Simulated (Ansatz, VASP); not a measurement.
Ru: VASP beside Ansatz

```
Ru
1.0
     2.66923    0.00000    0.00000
    -1.33461    2.31162    0.00000
     0.00000    0.00000    4.22403
Ru
2
Direct
  0.33333 0.66667 0.25000
  0.66667 0.33333 0.75000
```

Change from the starting cell: volume scaled by 0.96, PAW files.

Alike in both runs: task electric field gradients; functional PBEsol; k mesh 14 × 14 × 8; occupations fermi-dirac, width 0.03 eV; no spin polarisation.

```csv
,VASP,Ansatz
version,VASP 6.6.1,Ansatz 0.2.0
potentials or method,"VASP PAW PBE potentials, release 64 (Ru_pv)","PAW with Ansatz's default frozen-core files, scalar-relativistic"
plane-wave cutoff (eV),520,420
valence electrons in the cell,28,32
```

Ansatz gave:

```
pressure (GPa)                                                 : 8.1
largest component of the traceless stress (GPa)                : 0.92
Vzz of the field gradient on the site that differs most (V/Å²) : -10.3
```

Question: Which values does VASP return?

Answer: Pressure (GPa): 8.0; largest component of the traceless stress (GPa): 0.89; Vzz of the field gradient on the site that differs most (V/Å²): -14.5.

The two sets of potentials don't hold the same shells in valence. Ansatz warned: «gradients_without_spin_orbit».

Caveats: the PAW data sets were made with another functional, which shifts forces and pressure a little (VASP).
